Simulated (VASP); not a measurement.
# FeSi (P2_13) in VASP: a series of runs

Runs on FeSi. Level: PBE. Tasks: relaxation of cell and atoms.

Program: VASP 6.6.1. These are calculated values, not measurements. Logs are shortened: lines on timing, memory, paths and dates and some standing lists are left out, and cuts for length are marked.

## (1) The crystal as given

It takes space group P2_13 (No. 198, cubic). Conventional cell: a = 4.551 Å, b = 4.551 Å, c = 4.551 Å, α = 90.00°, β = 90.00°, γ = 90.00°. Fe (site symmetry 3) has 7 Si at 2.32 to 2.55 Å as nearest neighbours. Si (site symmetry 3) is surrounded by 7 Fe at 2.32 to 2.55 Å.

## (2) Relaxation of cell and atoms, PBE

INCAR reads:

```
ALGO = Normal ; EDIFF = 1E-6
EDIFFG = -0.01 ; ENCUT = 300
GGA = PE ; IBRION = 2
ISIF = 3 ; ISMEAR = 0
KPAR = 2 ; LASPH = T
LCHARG = F ; LREAL = F
LWAVE = F ; NELM = 80
NSW = 90 ; PREC = Accurate
SIGMA = 0.03
```

KPOINTS reads:

```
k-points
0
Gamma
  4 4 4
```

POSCAR reads:

```
FeSi
1.0
    4.5507000000      0.0000000000      0.0000000000
    0.0000000000      4.5507000000      0.0000000000
    0.0000000000      0.0000000000      4.5507000000
Fe Si
4 4
Direct
    0.1365200000      0.1365200000      0.1365200000
    0.3634800000      0.8634800000      0.6365200000
    0.6365200000      0.3634800000      0.8634800000
    0.8634800000      0.6365200000      0.3634800000
    0.8424000000      0.8424000000      0.8424000000
    0.6576000000      0.1576000000      0.3424000000
    0.3424000000      0.6576000000      0.1576000000
    0.1576000000      0.3424000000      0.6576000000
```

Potentials or basis: VASP PAW PBE potentials, release 64 (Fe, Si).

Launch:

```
$ cat potpaw_PBE.64/Fe/POTCAR potpaw_PBE.64/Si/POTCAR > POTCAR
$ mpirun -np 2 vasp_std > vasp.out
```

OUTCAR:

```text
EDIFF = 1E-6
   EDIFFG = -0.01
   ENCUT = 300
   GGA = PE
   IBRION = 2
   ISIF = 3
   ISMEAR = 0
   LASPH = T
   LREAL = F
   NELM = 80
   NSW = 90
   PREC = Accurate

 ion  position               nearest neighbor table
   1  0.137  0.137  0.137-   5 2.32   6 2.37   7 2.37   8 2.37   7 2.55   8 2.55   6 2.55   3 2.79
                             4 2.79   2 2.79   2 2.79   4 2.79   3 2.79
   2  0.363  0.863  0.637-   6 2.32   5 2.37   7 2.37   8 2.37   7 2.55   8 2.55   5 2.55   1 2.79
                             1 2.79   3 2.79   3 2.79   4 2.79   4 2.79
   3  0.637  0.363  0.863-   7 2.32   6 2.37   5 2.37   8 2.37   8 2.55   6 2.55   5 2.55   1 2.79
                             4 2.79   2 2.79   2 2.79   4 2.79   1 2.79
   4  0.863  0.637  0.363-   8 2.32   6 2.37   7 2.37   5 2.37   6 2.55   5 2.55   7 2.55   1 2.79
                             3 2.79   2 2.79   1 2.79   2 2.79   3 2.79
   5  0.842  0.842  0.842-   1 2.32   2 2.37   3 2.37   4 2.37   3 2.55   4 2.55   2 2.55   6 2.82
                             7 2.82   8 2.82   6 2.82   8 2.82   7 2.82
   6  0.658  0.158  0.342-   2 2.32   1 2.37   3 2.37   4 2.37   3 2.55   4 2.55   1 2.55   8 2.82
                             5 2.82   5 2.82   7 2.82   7 2.82   8 2.82
   7  0.342  0.658  0.158-   3 2.32   2 2.37   1 2.37   4 2.37   4 2.55   2 2.55   1 2.55   8 2.82
                             5 2.82   8 2.82   6 2.82   6 2.82   5 2.82
   8  0.158  0.342  0.658-   4 2.32   2 2.37   3 2.37   1 2.37   2 2.55   1 2.55   3 2.55   7 2.82
                             5 2.82   7 2.82   5 2.82   6 2.82   6 2.82

  LATTYP: Found a simple cubic cell.
 ALAT       =     4.5507000000

  Lattice vectors:

 A1 = (   4.5507000000,   0.0000000000,   0.0000000000)
 A2 = (   0.0000000000,   4.5507000000,   0.0000000000)
 A3 = (   0.0000000000,   0.0000000000,   4.5507000000)

Analysis of symmetry for initial positions (statically):
=====================================================================
 Subroutine PRICEL returns:
 Original cell was already a primitive cell.

 Routine SETGRP: Setting up the symmetry group for a
 simple cubic supercell.

 Subroutine GETGRP returns: Found 12 space group operations
 (whereof  3 operations were pure point group operations)
 out of a pool of 48 trial point group operations.

The static configuration has the point symmetry C_3 .
 The point group associated with its full space group is T   .

Analysis of symmetry for dynamics (positions and initial velocities):
=====================================================================
 Subroutine PRICEL returns:
 Original cell was already a primitive cell.

 Routine SETGRP: Setting up the symmetry group for a
 simple cubic supercell.

 Subroutine GETGRP returns: Found 12 space group operations
 (whereof  3 operations were pure point group operations)
 out of a pool of 48 trial point group operations.

The dynamic configuration has the point symmetry C_3 .
 The point group associated with its full space group is T   .

 Subroutine INISYM returns: Found 12 space group operations
 (whereof  3 operations are pure point group operations),
 and found     1 'primitive' translations

----------------------------------------------------------------------------------------

                                     Primitive cell

  volume of cell :      94.2399

  direct lattice vectors                    reciprocal lattice vectors
     4.550700000  0.000000000  0.000000000     0.219746413  0.000000000  0.000000000
     0.000000000  4.550700000  0.000000000     0.000000000  0.219746413  0.000000000
     0.000000000  0.000000000  4.550700000     0.000000000  0.000000000  0.219746413

  length of vectors
     4.550700000  4.550700000  4.550700000     0.219746413  0.219746413  0.219746413

  position of ions in fractional coordinates (direct lattice)
     0.136520000  0.136520000  0.136520000
     0.363480000  0.863480000  0.636520000
     0.636520000  0.363480000  0.863480000
     0.863480000  0.636520000  0.363480000
     0.842400000  0.842400000  0.842400000
     0.657600000  0.157600000  0.342400000
     0.342400000  0.657600000  0.157600000
     0.157600000  0.342400000  0.657600000

  ion indices of the primitive-cell ions
   primitive index   ion index
                 1           1
                 2           2
                 3           3
                 4           4
                 5           5
                 6           6
                 7           7
                 8           8

----------------------------------------------------------------------------------------

 KPOINTS: k-points

Automatic generation of k-mesh.
 Grid dimensions read from file:
 generate k-points for:    4    4    4

 Generating k-lattice:

  Cartesian coordinates                     Fractional coordinates (reciprocal lattice)
     0.054936603  0.000000000  0.000000000     0.250000000  0.000000000  0.000000000
     0.000000000  0.054936603  0.000000000     0.000000000  0.250000000  0.000000000
     0.000000000  0.000000000  0.054936603     0.000000000  0.000000000  0.250000000

  Length of vectors
     0.054936603  0.054936603  0.054936603

  Shift w.r.t. Gamma in fractional coordinates (k-lattice)
     0.000000000  0.000000000  0.000000000

 Subroutine IBZKPT returns following result:
 ===========================================

 Found     11 irreducible k-points:

 Following reciprocal coordinates:
            Coordinates               Weight
  0.000000  0.000000  0.000000      1.000000
  0.250000  0.000000  0.000000      6.000000
  0.500000  0.000000  0.000000      3.000000
  0.250000  0.250000  0.000000     12.000000
  0.500000  0.250000  0.000000      6.000000
 -0.250000  0.500000  0.000000      6.000000
  0.500000  0.500000  0.000000      3.000000
  0.250000  0.250000  0.250000      8.000000
  0.500000  0.250000  0.250000     12.000000
  0.500000  0.500000  0.250000      6.000000
  0.500000  0.500000  0.500000      1.000000
   k-points           NKPTS =     11   k-points in BZ     NKDIM =     11   number of bands    NBANDS=     29
   number of dos      NEDOS =    301   number of ions     NIONS =      8
   total plane-waves  NPLWV =  21952
   dimension x,y,z NGX =    28 NGY =   28 NGZ =   28
   dimension x,y,z NGXF=    56 NGYF=   56 NGZF=   56
   ions per type =               4   4
   NGX,Y,Z   is equivalent  to a cutoff of  10.23, 10.23, 10.23 a.u.
   NGXF,Y,Z  is equivalent  to a cutoff of  20.46, 20.46, 20.46 a.u.
 SYSTEM =  unknown system
   PREC   = accura    normal or accurate (medium, high low for compatibility)
   ISTART =      0    job   : 0-new  1-cont  2-samecut
   ICHARG =      2    charge: 1-file 2-atom 10-const
   ISPIN  =      1    spin polarized calculation?
   LNONCOLLINEAR =      F non collinear calculations
   LSORBIT =      F    spin-orbit coupling
   LASPH  =      T    aspherical Exc in radial PAW
   ENCUT  =  300.0 eV  22.05 Ry    4.70 a.u.   6.43  6.43  6.43*2*pi/ulx,y,z
   NELM   =     80;   NELMIN=  2; NELMDL= -5     # of ELM steps
   EDIFF  = 0.1E-05   stopping-criterion for ELM
   LREAL  =      F    real-space projection
   EDIFFG = -.1E-01   stopping-criterion for IOM
   NSW    =     90    number of steps for IOM
   IBRION =      2    ionic relax: 0-MD 1-quasi-New 2-CG
   NFREE  =      1    steps in history (QN), initial steepest desc. (CG)
   ISIF   =      3    stress and relaxation
   ISYM   =      2    0-nonsym 1-usesym 2-fastsym
   POTIM  = 0.5000    time-step for ionic-motion
   TEBEG  =    0.0;   TEEND  =   0.0 temperature during run
   PSTRESS=    0.0 pullay stress
   NELECT =      48.0000    total number of electrons
   NUPDOWN=      -1.0000    fix difference up-down
   EMIN   =  10.00;   EMAX   =-10.00  energy-range for DOS
   EFERMI =   0.00;   METHOD = LEGACY
   ISMEAR =     0;   SIGMA  =   0.03  broadening in eV -4-tet -1-fermi 0-gaus
   EFERMI_NEDOS =   21; number of points for ismear=-14 and -15
   IALGO  =     38    algorithm
   IMIX   =      4    mixing-type and parameters
     AMIX     =   0.40;   BMIX     =  1.00
     AMIX_MAG =   1.60;   BMIX_MAG =  1.00
  volume/ion in A,a.u.               =      11.78        79.50
  Fermi-wavevector in a.u.,A,eV,Ry     =   1.307406  2.470639 23.256570  1.709310
  Thomas-Fermi vector in A             =   2.438142
   LORBIT       =      0    0 simple, 1 ext, 2 COOP (PROOUT), +10 PAW based schemes
   GGA     = PE    functional components
   LHFCALC =     F    Hartree Fock is set to
   AEXX    =    0.0000 exact exchange contribution
   IVDW    =     0    specifies the selected vdW correction
   LEPSILON=     F    determine dielectric tensor
   LRPA    =     F    only Hartree local field effects (RPA)
 conjugate gradient relaxation of ions
 non-spin polarized calculation
 Gauss-broadening in eV      SIGMA  =   0.03
  energy-cutoff  :      300.00
  volume of cell :       94.24
 maximum number of plane-waves:      1141
 NGX is ok and might be reduce to    28
   NGX = 13   NGY = 13   NGZ = 13

--------------------------------------- Ionic step        1  -------------------------------------------

 number of electron      47.9999952 magnetization

 Free energy of the ion-electron system (eV)
  ---------------------------------------------------
  ext. energy  EPLUGINS =         0.00000000
  ---------------------------------------------------
  free energy    TOTEN  =       -58.48601021 eV

  energy without entropy =      -58.48598976  energy(sigma->0) =      -58.48599999

------------------------ aborting loop because EDIFF is reached ----------------------------------------

  FORCE on cell =-STRESS in cart. coord.  units (eV):
  Direction    XX          YY          ZZ          XY          YZ          ZX
  --------------------------------------------------------------------------------------
  -------------------------------------------------------------------------------------
  Total       -8.1335605     -8.1335605     -8.1335605      0.0000000      0.0000000      0.0000000
  in kB     -138.2791384   -138.2791384   -138.2791384      0.0000000      0.0000000      0.0000000
  external PRESSURE =    -138.2791384 kB  Pullay stress =       0.0000000 kB
[... 27 lines left out ...]
  energy  without entropy=      -58.4859897647  energy(sigma->0) =      -58.48599999

--------------------------------------- Ionic step        2  -------------------------------------------

 number of electron      47.9999959 magnetization

 E-fermi :  10.9103     XC(G=0): -13.2143

 val. band max:       10.8148977689   @ k =   0.2500   0.0000   0.0000
 cond. band min:      11.0080606910   @ k =   0.2500   0.2500   0.0000
 fundamental gap:      0.1931629220
 Fermi energy:        10.9103489629

 k-point     1 :       0.0000    0.0000    0.0000
  band No.  band energies     occupation
      1      -3.0745      2.00000
      2       2.5609      2.00000
      3       2.5609      2.00000
      4       2.5609      2.00000
      5       5.4405      2.00000
      6       5.4405      2.00000
[... 506 lines left out ...]
  energy  without entropy=      -58.7815773200  energy(sigma->0) =      -58.78157834

--------------------------------------- Ionic step        6  -------------------------------------------

 number of electron      48.0000086 magnetization

 Free energy of the ion-electron system (eV)
  ---------------------------------------------------
  ext. energy  EPLUGINS =         0.00000000
  ---------------------------------------------------
  free energy    TOTEN  =       -58.78169934 eV

  energy without entropy =      -58.78169747  energy(sigma->0) =      -58.78169841

 E-fermi :   9.8130     XC(G=0): -12.8034

 val. band max:        9.7294230048   @ k =   0.5000   0.0000   0.0000
 cond. band min:       9.8985485783   @ k =   0.2500   0.2500   0.0000
 fundamental gap:      0.1691255735
 Fermi energy:         9.8130191230

 k-point     1 :       0.0000    0.0000    0.0000
  band No.  band energies     occupation
      1      -3.5163      2.00000
      2       1.8421      2.00000
      3       1.8421      2.00000
      4       1.8421      2.00000
      5       4.6779      2.00000
      6       4.6779      2.00000
[... 376 lines left out ...]
  FREE ENERGIE OF THE ION-ELECTRON SYSTEM (eV)
  ---------------------------------------------------
  free  energy   TOTEN  =       -58.7816993416 eV

  energy  without entropy=      -58.7816974699  energy(sigma->0) =      -58.78169841

 reached required accuracy - stopping structural energy minimisation
```

Run time: 30 s. Hardware: 2 MPI ranks of Intel Xeon Platinum 8488C (Sapphire Rapids), shared host; peak memory 0.15 GiB.

These settings aren't checked as converged: the numbers below hold their error.

What came out:

* Free energy: -58.7817 eV
* Relaxed volume: 11.00 Å³/atom
* Relaxed cell: a = 4.447 Å, b = 4.447 Å, c = 4.447 Å, α = 90.00°, β = 90.00°, γ = 90.00°
* Space group after relaxing (to 0.05 Å): P2_13 (No. 198)
* Energy gained by relaxing: 37.0 meV/atom
* Ionic steps: 6
* Largest force after relaxing: 0.003 eV/Å
* Band gap on the k mesh: 0.17 eV, indirect (least direct gap 0.20 eV)

Caveat: the cutoff is under 1.25 times the usual one of these potentials, so pressure, stress and relaxed cells hold a basis-set (Pulay) error.

## (3) Relaxation of cell and atoms, PBE

This run uses another cell than the first one, of 11.00 Å³/atom, 0.933 times its volume.

INCAR, as its differences from that of step 2:

```diff
@@ -1,3 +1,3 @@
-ALGO = Normal ; EDIFF = 1E-6
-EDIFFG = -0.01 ; ENCUT = 300
+ALGO = Normal ; EDIFF = 1E-7
+EDIFFG = -0.005 ; ENCUT = 300
 GGA = PE ; IBRION = 2
```

KPOINTS is that of step 2.

POSCAR reads:

```
FeSi                                    
1.0
    4.4473465823     -0.0000000000     -0.0000000000
    0.0000000000      4.4473465823      0.0000000000
    0.0000000000     -0.0000000000      4.4473465823
  Fe              Si            
     4     4
Direct
     0.1363101143313620    0.1363101143313620    0.1363101143313620
     0.3636898856686380    0.8636898856686380    0.6363101143313620
     0.6363101143313620    0.3636898856686380    0.8636898856686380
     0.8636898856686380    0.6363101143313620    0.3636898856686380
     0.8407626279425356    0.8407626279425356    0.8407626279425356
     0.6592373720574644    0.1592373720574644    0.3407626279425356
     0.3407626279425356    0.6592373720574644    0.1592373720574644
     0.1592373720574644    0.3407626279425356    0.6592373720574644
```

Potentials or basis: VASP PAW PBE potentials, release 64 (Fe, Si).

Launch:

```
$ cat potpaw_PBE.64/Fe/POTCAR potpaw_PBE.64/Si/POTCAR > POTCAR
$ mpirun -np 2 vasp_std > vasp.out
```

It took 8.6 s on 2 MPI ranks of Intel Xeon Platinum 8488C (Sapphire Rapids), shared host; peak memory 0.14 GiB.

The run converged, but some of its settings lie outside the range that counts as converged, so its numbers aren't taken as properties of the crystal.

What came out:

| Item | Value |
| --- | --- |
| Free energy | -58.7675 eV |
| Largest force after relaxing | 0.003 eV/Å |
| Band gap on the k mesh | 0.17 eV, indirect (least direct gap 0.20 eV) |

Caveat: the cutoff is under 1.25 times the usual one of these potentials, so pressure, stress and relaxed cells hold a basis-set (Pulay) error; the relaxation stopped at its first step, so nothing moved.
